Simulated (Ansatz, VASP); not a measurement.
# Hf: VASP beside Ansatz

Contents of INCAR:

```
SYSTEM = Hf
PREC = Accurate
ENCUT = 520
EDIFF = 1E-8
ISMEAR = -1
SIGMA = 0.05
LREAL = .False.
LASPH = .True.
NELM = 60
ALGO = Normal
ISIF = 2
LWAVE = .False.
LCHARG = .False.
GGA = PE
LEFG = .True.
NBANDS = 11
```

The input KPOINTS:

```
Automatic mesh
0
Gamma
  13 13 13
  0 0 0
```

File POSCAR:

```
Hf
1.0
    0.0000000000      2.2424017025      2.2424017025
    2.2424017025      0.0000000000      2.2424017025
    2.2424017025      2.2424017025      0.0000000000
Hf
1
Direct
    0.0000000000      0.0000000000      0.0000000000
```

Input for Ansatz:

```yaml
crystal:
  lattice:
    - [0.0, 2.2424017025, 2.2424017025]
    - [2.2424017025, 0.0, 2.2424017025]
    - [2.2424017025, 2.2424017025, 0.0]
  atoms:
    - { symbol: Hf, position: [0.0, 0.0, 0.0] }
kpoints:
  mp_grid: { grid: [13, 13, 13] }
  band_path:
    path:
      - [0.0, 0.0, 0.0]
      - [0.5, 0.0, 0.5]
      - [0.625, 0.25, 0.625]
      - [0.375, 0.375, 0.75]
      - [0.0, 0.0, 0.0]
      - [0.5, 0.5, 0.5]
      - [0.5, 0.25, 0.75]
      - [0.5, 0.0, 0.5]
    npoints: 14
scf:
  occupations: { method: fermi_dirac, width: 0.05 }
hamiltonian:
  xc: pbe
  pseudopotentials: { kind: paw }
output:
  forces: true
  stress: true
  eigenvalues: true
  efg: { contact_densities: true }
  populations: true
  bader: true
  dos: { projected: true, de: 0.2, e_range: [-14, 8] }
  write_density: true
  write_potential: true
  elf: true
  volumetric_format: npy
```

Alike in both runs: task electric field gradients; functional PBE; k mesh 13 × 13 × 13; occupations fermi-dirac, width 0.05 eV; no spin polarisation.

|  | VASP | Ansatz |
| --- | --- | --- |
| version | VASP 6.6.1 | Ansatz 0.2.0 |
| potentials or method | VASP PAW PBE potentials, release 64 (Hf_pv) | PAW with Ansatz's default frozen-core files, scalar-relativistic |
| plane-wave cutoff (eV) | 520 | 420 |
| valence electrons in the cell | 10 | 26 |

Ansatz gave:

```
pressure (GPa)                                                 : 0.0
Vzz of the field gradient on the site that differs most (V/Å²) : 0.0
```

**Question.** Which values does VASP return?

**Answer.** Pressure (GPa): -0.4; Vzz of the field gradient on the site that differs most (V/Å²): 0.0.

The two sets of potentials don't hold the same shells in valence. Ansatz warned: «gradients_without_spin_orbit».

The runs have no spin-orbit coupling, so splittings on Hf are missing.
